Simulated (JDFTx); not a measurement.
# Ge (Fd-3m) in JDFTx: notebook

The runs below take Ge through band structure, equation of state, with LDA, PBEsol, r2SCAN.

Everything below comes from runs of JDFTx 1.7.0 (patched build). Logs are shortened: lines on timing, memory, paths and dates and some standing lists are left out, and cuts for length are marked. The log counts tension as positive stress, the text compression.

**Measured values to compare with.**

“Electronic and optical properties of SixGe1-x-ySny alloys lattice-matched to Ge”, 2021, arxiv:2109.02782 reports, for a bulk crystal of Ge: band gap 0.666 eV (indirect) at 293 K; band gap 0.807 eV (direct) at 300 K.

The runs below are set against these values where they give the same quantity.

## Step 1: The structure

Symmetry: Fd-3m, No. 227, cubic system. The conventional cell has a = 5.658 Å, b = 5.658 Å, c = 5.658 Å, α = 90.00°, β = 90.00°, γ = 90.00°. Around Ge (site symmetry -43m) lie 4 Ge at 2.45 Å.

## Step 2: Band structure, LDA

bands.in

```
lattice \
    0.0000000000     2.8289100000     2.8289100000 \
    2.8289100000     0.0000000000     2.8289100000 \
    2.8289100000     2.8289100000     0.0000000000
latt-scale 1.889726124626 1.889726124626 1.889726124626
coords-type Lattice
ion Ge     0.7500000000     0.7500000000     0.7500000000 1
ion Ge     0.5000000000     0.5000000000     0.5000000000 1

ion-species pseudo/Ge.upf
elec-cutoff 39 312
elec-ex-corr lda-PW
elec-smearing Fermi 0.0018374661
elec-n-bands 21
electronic-minimize nIterations 30 energyDiffThreshold 1e-06
davidson-band-ratio 1.3
forces-output-coords Cartesian
include path.kpoints
symmetries none
fix-electron-density run.$VAR

dump-name bands.$VAR
dump End Ecomponents EigStats BandEigs Kpoints Forces
```

path.kpoints

```
kpoint +0.0000000000 +0.0000000000 +0.0000000000 0.020000000000
kpoint +0.0714285714 +0.0000000000 +0.0714285714 0.020000000000
kpoint +0.1428571429 +0.0000000000 +0.1428571429 0.020000000000
kpoint +0.2142857143 +0.0000000000 +0.2142857143 0.020000000000
kpoint +0.2857142857 +0.0000000000 +0.2857142857 0.020000000000
kpoint +0.3571428571 +0.0000000000 +0.3571428571 0.020000000000
kpoint +0.4285714286 +0.0000000000 +0.4285714286 0.020000000000
kpoint +0.5000000000 +0.0000000000 +0.5000000000 0.020000000000
kpoint +0.5000000000 +0.0833333333 +0.5833333333 0.020000000000
kpoint +0.5000000000 +0.1666666667 +0.6666666667 0.020000000000
kpoint +0.5000000000 +0.2500000000 +0.7500000000 0.020000000000
kpoint +0.4375000000 +0.3125000000 +0.7500000000 0.020000000000
kpoint +0.3750000000 +0.3750000000 +0.7500000000 0.020000000000
kpoint +0.3281250000 +0.3281250000 +0.6562500000 0.020000000000
kpoint +0.2812500000 +0.2812500000 +0.5625000000 0.020000000000
kpoint +0.2343750000 +0.2343750000 +0.4687500000 0.020000000000
kpoint +0.1875000000 +0.1875000000 +0.3750000000 0.020000000000
kpoint +0.1406250000 +0.1406250000 +0.2812500000 0.020000000000
kpoint +0.0937500000 +0.0937500000 +0.1875000000 0.020000000000
kpoint +0.0468750000 +0.0468750000 +0.0937500000 0.020000000000
kpoint +0.0000000000 +0.0000000000 +0.0000000000 0.020000000000
kpoint +0.0833333333 +0.0833333333 +0.0833333333 0.020000000000
kpoint +0.1666666667 +0.1666666667 +0.1666666667 0.020000000000
kpoint +0.2500000000 +0.2500000000 +0.2500000000 0.020000000000
kpoint +0.3333333333 +0.3333333333 +0.3333333333 0.020000000000
kpoint +0.4166666667 +0.4166666667 +0.4166666667 0.020000000000
kpoint +0.5000000000 +0.5000000000 +0.5000000000 0.020000000000
kpoint +0.5250000000 +0.4500000000 +0.5250000000 0.020000000000
kpoint +0.5500000000 +0.4000000000 +0.5500000000 0.020000000000
kpoint +0.5750000000 +0.3500000000 +0.5750000000 0.020000000000
kpoint +0.6000000000 +0.3000000000 +0.6000000000 0.020000000000
kpoint +0.6250000000 +0.2500000000 +0.6250000000 0.020000000000
kpoint +0.5625000000 +0.2500000000 +0.6875000000 0.020000000000
kpoint +0.5000000000 +0.2500000000 +0.7500000000 0.020000000000
kpoint +0.5000000000 +0.2916666667 +0.7083333333 0.020000000000
kpoint +0.5000000000 +0.3333333333 +0.6666666667 0.020000000000
kpoint +0.5000000000 +0.3750000000 +0.6250000000 0.020000000000
kpoint +0.5000000000 +0.4166666667 +0.5833333333 0.020000000000
kpoint +0.5000000000 +0.4583333333 +0.5416666667 0.020000000000
kpoint +0.5000000000 +0.5000000000 +0.5000000000 0.020000000000
kpoint +0.4791666667 +0.4791666667 +0.5416666667 0.020000000000
kpoint +0.4583333333 +0.4583333333 +0.5833333333 0.020000000000
kpoint +0.4375000000 +0.4375000000 +0.6250000000 0.020000000000
kpoint +0.4166666667 +0.4166666667 +0.6666666667 0.020000000000
kpoint +0.3958333333 +0.3958333333 +0.7083333333 0.020000000000
kpoint +0.3750000000 +0.3750000000 +0.7500000000 0.020000000000
kpoint +0.6250000000 +0.2500000000 +0.6250000000 0.020000000000
kpoint +0.5833333333 +0.1666666667 +0.5833333333 0.020000000000
kpoint +0.5416666667 +0.0833333333 +0.5416666667 0.020000000000
kpoint +0.5000000000 +0.0000000000 +0.5000000000 0.020000000000
```

Potentials or basis: PseudoDojo-SR-LDA-0.4.1-standard with smoothed tails.

Run with:

```sh
> jdftx -c 1 -i bands.in -o bands.out
```

Log:

```text
*************** JDFTx 1.7.0 (patched build) ***************

Input parsed successfully to the following command list (including defaults):
[... the input with its defaults ...]

---------- Initializing the Grid ----------
R =
[            0      5.34587      5.34587  ]
[      5.34587            0      5.34587  ]
[      5.34587      5.34587            0  ]
unit cell volume = 305.551
G =
[  -0.587668   0.587668   0.587668  ]
[   0.587668  -0.587668   0.587668  ]
[   0.587668   0.587668  -0.587668  ]
Minimum fftbox size, Smin = [  64  64  64  ]
Chosen fftbox size, S = [  64  64  64  ]

---------- Initializing tighter grid for wavefunction operations ----------
R =
[            0      5.34587      5.34587  ]
[      5.34587            0      5.34587  ]
[      5.34587      5.34587            0  ]
unit cell volume = 305.551
G =
[  -0.587668   0.587668   0.587668  ]
[   0.587668  -0.587668   0.587668  ]
[   0.587668   0.587668  -0.587668  ]
Minimum fftbox size, Smin = [  44  44  44  ]
Chosen fftbox size, S = [  48  48  48  ]

---------- Exchange Correlation functional ----------
Initalized Slater LDA exchange.
Initalized Perdew-Wang LDA correlation.

---------- Setting up pseudopotentials ----------
Width of ionic core gaussian charges (only for fluid interactions / plotting) set to 0

Reading pseudopotential file 'pseudo/Ge.upf':
  'Ge' pseudopotential, 'SLA  PW   NOGX NOGC' functional
  Generated using ONCVPSP code by D. R. Hamann
  14 valence electrons, 3 orbitals, 6 projectors, 1001 radial grid points, with lMax = 2
    3D    l: 2   occupation: 10.0   eigenvalue: -1.086289
    4S    l: 0   occupation:  2.0   eigenvalue: -0.438995
    4P    l: 1   occupation:  2.0   eigenvalue: -0.148714
  Core radius for overlap checks: 1.83 bohrs.

Initialized 1 species with 2 total atoms.

Folded 50 k-points by 1x1x1 to 50 k-points.

---------- Setting up k-points, bands, fillings ----------
No reducable k-points.
Computing the number of bands and number of electrons
Calculating initial fillings.
nElectrons:  28.000000   nBands: 21   nStates: 50

----- Setting up reduced wavefunction bases (one per k-point) -----
average nbasis = 3554.480 , ideal nbasis = 3554.470

---------- Setting up ewald sum ----------
Optimum gaussian width for ewald sums = 2.427999 bohr.
Real space sum over 1331 unit cells with max indices [  5  5  5  ]
Reciprocal space sum over 2197 terms with max indices [  6  6  6  ]

---------- Allocating electronic variables ----------
Reading n from file 'run.n' ... done
Initializing wave functions:  linear combination of atomic orbitals
Note: number of bands (21) exceeds available atomic orbitals (18)

----------- Band structure minimization -------------
Minimization will be done independently for each quantum number.

---- Minimization of quantum number:     0  [ +0.0000000 +0.0000000 +0.0000000 ]  0.040000000 ----
BandDavidson: Iter:   0  Eband: -0.010940088217192
BandDavidson: Iter:   1  Eband: -0.042818146484079  dEband: -3.187806e-02
BandDavidson: Iter:   2  Eband: -0.047637402695842  dEband: -4.819256e-03
BandDavidson: Iter:   3  Eband: -0.049702764933427  dEband: -2.065362e-03
[... 647 lines of inner loops ...]
BandDavidson: Iter:   7  Eband: -0.032944408995754  dEband: -2.051461e-06
BandDavidson: Iter:   8  Eband: -0.032945118136837  dEband: -7.091411e-07
BandDavidson: Converged (dEband<1.000000e-06)
	FillingsUpdate:  mu: +0.339928397  nElectrons: 28.000000
WARNING: these k-points are no uniform mesh, so that mu and the fillings of partly filled bands are only those of these points: take mu from the calculation that made the density or potential.

Dumping 'bands.eigStats' ...
	eMin: -0.579297 at state 13 ( [ +0.328125 +0.328125 -0.343750 ] spin 0 )
	HOMO: +0.339345 at state 20 ( [ +0.000000 +0.000000 +0.000000 ] spin 0 )
	mu  : +0.339928
	LUMO: +0.341112 at state 39 ( [ +0.500000 +0.500000 +0.500000 ] spin 0 )
	eMax: +0.831868 at state 45 ( [ +0.375000 +0.375000 -0.250000 ] spin 0 )
	HOMO-LUMO gap: +0.001767
	Optical gap  : +0.035339 at state 19 ( [ +0.046875 +0.046875 +0.093750 ] spin 0 )
Done!
[note: mu, HOMO and LUMO in a band run belong to the points of the path alone and aren't those of the crystal]
```

Run time: 18 s. Hardware: 1 thread of AMD EPYC 9R45 (Zen 5), shared host; peak memory 0.12 GiB.

Results:

```
Band gap along the path : none (metal or under the smearing width)
```

Levels at the corners of the path, in eV from the Fermi level:
```tsv
point	band 10	band 11	band 12	band 13	band 14	band 15	band 16
Γ	-24.66	-12.79	-0.17	0.02	0.02	0.02	2.56
X	-24.62	-8.92	-8.92	-3.05	-3.05	0.69	0.69
W	-24.61	-8.82	-8.82	-3.89	-3.89	4.27	4.27
K	-24.61	-9.39	-8.33	-4.32	-2.61	1.10	4.04
Γ	-24.66	-12.79	-0.17	0.02	0.02	0.02	2.56
L	-24.64	-10.71	-7.62	-1.38	-1.38	0.07	3.75
U	-24.61	-9.39	-8.33	-4.32	-2.61	1.10	4.04
W	-24.61	-8.82	-8.82	-3.89	-3.89	4.27	4.27
L	-24.64	-10.71	-7.62	-1.38	-1.38	0.07	3.75
K	-24.61	-9.39	-8.33	-4.32	-2.61	1.10	4.04
U	-24.61	-9.39	-8.33	-4.32	-2.61	1.10	4.04
X	-24.62	-8.92	-8.92	-3.05	-3.05	0.69	0.69
```

## Step 3: Band structure, PBEsol

bands.in

```
lattice \
    0.0000000000     5.3458651312     5.3458651312 \
    5.3458651312     0.0000000000     5.3458651312 \
    5.3458651312     5.3458651312     0.0000000000
coords-type Cartesian
ion Ge     8.0187976968     8.0187976968     8.0187976968 1
ion Ge     5.3458651312     5.3458651312     5.3458651312 1

ion-species pseudo/Ge.upf
elec-cutoff 39 312
elec-ex-corr gga-PBEsol
elec-smearing Fermi 0.0018374661
elec-n-bands 21
electronic-minimize nIterations 30 energyDiffThreshold 1e-06
davidson-band-ratio 1.3
forces-output-coords Cartesian
include path.kpoints
symmetries none
fix-electron-density run.$VAR

dump-name bands.$VAR
dump End Ecomponents EigStats BandEigs Kpoints Forces
```

path.kpoints is that of step 2.

Potentials or basis: PseudoDojo-SR-PBEsol-0.4.1-standard with smoothed tails.

Run with:

```sh
> jdftx -c 1 -i bands.in -o bands.out
```

Log:

```text
*************** JDFTx 1.7.0 (patched build) ***************

Input parsed successfully to the following command list (including defaults):
[... the input with its defaults ...]

---------- Initializing the Grid ----------
R =
[            0      5.34587      5.34587  ]
[      5.34587            0      5.34587  ]
[      5.34587      5.34587            0  ]
unit cell volume = 305.551
G =
[  -0.587668   0.587668   0.587668  ]
[   0.587668  -0.587668   0.587668  ]
[   0.587668   0.587668  -0.587668  ]
Minimum fftbox size, Smin = [  64  64  64  ]
Chosen fftbox size, S = [  64  64  64  ]

---------- Initializing tighter grid for wavefunction operations ----------
R =
[            0      5.34587      5.34587  ]
[      5.34587            0      5.34587  ]
[      5.34587      5.34587            0  ]
unit cell volume = 305.551
G =
[  -0.587668   0.587668   0.587668  ]
[   0.587668  -0.587668   0.587668  ]
[   0.587668   0.587668  -0.587668  ]
Minimum fftbox size, Smin = [  44  44  44  ]
Chosen fftbox size, S = [  48  48  48  ]

---------- Exchange Correlation functional ----------
Initalized PBEsol GGA exchange.
Initalized PBEsol GGA correlation.

---------- Setting up pseudopotentials ----------
Width of ionic core gaussian charges (only for fluid interactions / plotting) set to 0

Reading pseudopotential file 'pseudo/Ge.upf':
  'Ge' pseudopotential, 'PBESOL' functional
  Generated using ONCVPSP code by D. R. Hamann
  14 valence electrons, 3 orbitals, 6 projectors, 1001 radial grid points, with lMax = 2
    3D    l: 2   occupation: 10.0   eigenvalue: -1.077211
    4S    l: 0   occupation:  2.0   eigenvalue: -0.431575
    4P    l: 1   occupation:  2.0   eigenvalue: -0.143216
  Core radius for overlap checks: 1.83 bohrs.

Initialized 1 species with 2 total atoms.

Folded 50 k-points by 1x1x1 to 50 k-points.

---------- Setting up k-points, bands, fillings ----------
No reducable k-points.
Computing the number of bands and number of electrons
Calculating initial fillings.
nElectrons:  28.000000   nBands: 21   nStates: 50

----- Setting up reduced wavefunction bases (one per k-point) -----
average nbasis = 3554.480 , ideal nbasis = 3554.470

---------- Setting up ewald sum ----------
Optimum gaussian width for ewald sums = 2.427999 bohr.
Real space sum over 1331 unit cells with max indices [  5  5  5  ]
Reciprocal space sum over 2197 terms with max indices [  6  6  6  ]

---------- Allocating electronic variables ----------
Reading n from file 'run.n' ... done
Initializing wave functions:  linear combination of atomic orbitals
Note: number of bands (21) exceeds available atomic orbitals (18)

----------- Band structure minimization -------------
Minimization will be done independently for each quantum number.

---- Minimization of quantum number:     0  [ +0.0000000 +0.0000000 +0.0000000 ]  0.040000000 ----
BandDavidson: Iter:   0  Eband: -0.003709194153531
BandDavidson: Iter:   1  Eband: -0.035668207854397  dEband: -3.195901e-02
BandDavidson: Iter:   2  Eband: -0.040457420883919  dEband: -4.789213e-03
BandDavidson: Iter:   3  Eband: -0.042531775854756  dEband: -2.074355e-03
[... 647 lines of inner loops ...]
BandDavidson: Iter:   7  Eband: -0.025456121449406  dEband: -1.797583e-06
BandDavidson: Iter:   8  Eband: -0.025456734378589  dEband: -6.129292e-07
BandDavidson: Converged (dEband<1.000000e-06)
	FillingsUpdate:  mu: +0.347598912  nElectrons: 28.000000
WARNING: these k-points are no uniform mesh, so that mu and the fillings of partly filled bands are only those of these points: take mu from the calculation that made the density or potential.

Dumping 'bands.eigStats' ...
	eMin: -0.569119 at state 13 ( [ +0.328125 +0.328125 -0.343750 ] spin 0 )
	HOMO: +0.346007 at state 20 ( [ +0.000000 +0.000000 +0.000000 ] spin 0 )
	mu  : +0.347599
	LUMO: +0.350411 at state 39 ( [ +0.500000 +0.500000 +0.500000 ] spin 0 )
	eMax: +0.841780 at state 45 ( [ +0.375000 +0.375000 -0.250000 ] spin 0 )
	HOMO-LUMO gap: +0.004404
	Optical gap  : +0.038748 at state 19 ( [ +0.046875 +0.046875 +0.093750 ] spin 0 )
Done!
[note: mu, HOMO and LUMO in a band run belong to the points of the path alone and aren't those of the crystal]
```

It took 18 s on 1 thread of AMD EPYC 9R45 (Zen 5), shared host; peak memory 0.13 GiB.

What came out:

- Band gap along the path: none (metal or under the smearing width)

Levels at the corners of the path, in eV from the Fermi level:
```csv
point,band 11,band 12,band 13,band 14,band 15,band 16,band 17
Γ,-12.81,-0.03,-0.02,-0.02,-0.02,2.51,2.51
X,-8.92,-8.92,-3.10,-3.10,0.65,0.65,9.47
W,-8.82,-8.82,-3.95,-3.95,4.27,4.27,4.62
K,-9.39,-8.33,-4.39,-2.66,1.06,4.01,7.15
Γ,-12.81,-0.03,-0.02,-0.02,-0.02,2.51,2.51
L,-10.72,-7.65,-1.43,-1.43,0.10,3.69,3.69
U,-9.39,-8.33,-4.39,-2.66,1.06,4.01,7.15
W,-8.82,-8.82,-3.95,-3.95,4.27,4.27,4.62
L,-10.72,-7.65,-1.43,-1.43,0.10,3.69,3.69
K,-9.39,-8.33,-4.39,-2.66,1.06,4.01,7.15
U,-9.39,-8.33,-4.39,-2.66,1.06,4.01,7.15
X,-8.92,-8.92,-3.10,-3.10,0.65,0.65,9.47
```

## Step 4: Equation of state, r2SCAN, 21.28 Å³/atom (volume scaled by 0.94)

Ge.in

```
lattice Face-Centered Cubic 10.4734704432
coords-type Lattice
ion Ge     0.7500000000     0.7500000000     0.7500000000 1
ion Ge     0.5000000000     0.5000000000     0.5000000000 1

ion-species pseudo/Ge.upf
elec-cutoff 40 320
elec-ex-corr mgga-x-r2scan mgga-c-r2scan
kpoint-folding 6 6 6
elec-smearing Fermi 0.0018374661
elec-n-bands 21
electronic-SCF nIterations 100 energyDiffThreshold 1e-09
electronic-minimize nIterations 30 energyDiffThreshold 1e-7
forces-output-coords Cartesian

dump-name run.$VAR
dump End Ecomponents EigStats BandEigs Kpoints Forces Stress ElecDensity KEdensity
```

Potentials or basis: SG15-PBE-1.2 with smoothed tails.

Run with:

```sh
> jdftx -c 1 -i Ge.in -o Ge.out
```

Run time: 5.3 min. Hardware: 1 thread of Intel Xeon 6975P-C (Granite Rapids), shared host; peak memory 0.17 GiB.

Results (log left out):

```
Free energy            : -3828.0440 eV
Pressure               : 3.2 GPa
Band gap on the k mesh : 0.41 eV, direct
```

Caveat: the potentials were made for another functional, which shifts forces and pressure.

## Step 5: Equation of state, r2SCAN, 22.64 Å³/atom

Ge.in: that of step 4 with these lines changed.

```diff
@@ -1,2 +1,2 @@
-lattice Face-Centered Cubic 10.4734704432
+lattice Face-Centered Cubic 10.6917302624
 coords-type Lattice
```

Run with:

```sh
> jdftx -c 1 -i Ge.in -o Ge.out
```

Run time: 4 min. Hardware: 1 thread of Intel Xeon 6975P-C (Granite Rapids), shared host; peak memory 0.22 GiB.

It converged, with:

* Free energy: -3828.0595 eV
* Pressure: -1.4 GPa
* Band gap on the k mesh: none (metal or under the smearing width)

Caveat: the potentials were made for another functional, which shifts forces and pressure.

## Step 6: Equation of state, r2SCAN, 23.09 Å³/atom (volume scaled by 1.02)

Ge.in: that of step 5 with these lines changed.

```diff
@@ -1,2 +1,2 @@
-lattice Face-Centered Cubic 10.6917302624
+lattice Face-Centered Cubic 10.7625384866
 coords-type Lattice
```

Potentials or basis: SG15-PBE-1.2 with smoothed tails.

Run with:

```sh
> jdftx -c 1 -i Ge.in -o Ge.out
```

Run time: 4.2 min. Hardware: 1 thread of Intel Xeon 6975P-C (Granite Rapids), shared host; peak memory 0.2 GiB.

Results (log left out):

```
Free energy            : -3828.0481 eV
Pressure               : -2.7 GPa
Band gap on the k mesh : none (metal or under the smearing width)
```

Caveat: the potentials were made for another functional, which shifts forces and pressure.

## Step 7: Equation of state, r2SCAN, 24.00 Å³/atom (volume scaled by 1.06)

Ge.in: that of step 6 with these lines changed.

```diff
@@ -1,2 +1,2 @@
-lattice Face-Centered Cubic 10.7625384866
+lattice Face-Centered Cubic 10.9014252695
 coords-type Lattice
```

Run with:

```sh
> jdftx -c 1 -i Ge.in -o Ge.out
```

It took 4.1 min on 1 thread of Intel Xeon 6975P-C (Granite Rapids), shared host; peak memory 0.21 GiB.

Results (log left out):

```
Free energy            : -3828.0058 eV
Pressure               : -4.8 GPa
Band gap on the k mesh : none (metal or under the smearing width)
```

Caveat: the potentials were made for another functional, which shifts forces and pressure.

## Step 8: For comparison

An earlier run on the cell as given: functional PBEsol; potentials or basis PseudoDojo-SR-PBEsol-0.4.1-standard with smoothed tails; cutoff 1061 eV; density cutoff 8490 eV; k mesh 8 × 8 × 8; occupations fermi-dirac, width 0.05 eV; no spin polarisation.

* Pressure: 0.6 GPa
* Band gap on the k mesh: none (metal or under the smearing width)

## Step 9: How close it comes

Step 2. Measured gap of Ge: 0.666 eV (indirect; 293 K; “Electronic and optical properties of SixGe1-x-ySny alloys lattice-matched to Ge”, 2021, arxiv:2109.02782). This calculation gives 0.00 eV (-0.67 eV). 3 values of this kind are on record (0.666 to 0.807 eV); this one was drawn at random among those near their median. Spin-orbit coupling on Ge is left out. The value is that of LDA, without temperature or zero-point motion. Semilocal functionals fall short of measured gaps as a rule.

Step 3. Measured gap of Ge: 0.807 eV (direct; 300 K; “Electronic and optical properties of SixGe1-x-ySny alloys lattice-matched to Ge”, 2021, arxiv:2109.02782). This calculation gives 0.00 eV (-0.81 eV). 3 values of this kind are on record (0.666 to 0.807 eV); this one was drawn at random among those near their median. Spin-orbit coupling on Ge is left out. The value is that of PBEsol, without temperature or zero-point motion. Semilocal functionals fall short of measured gaps as a rule.
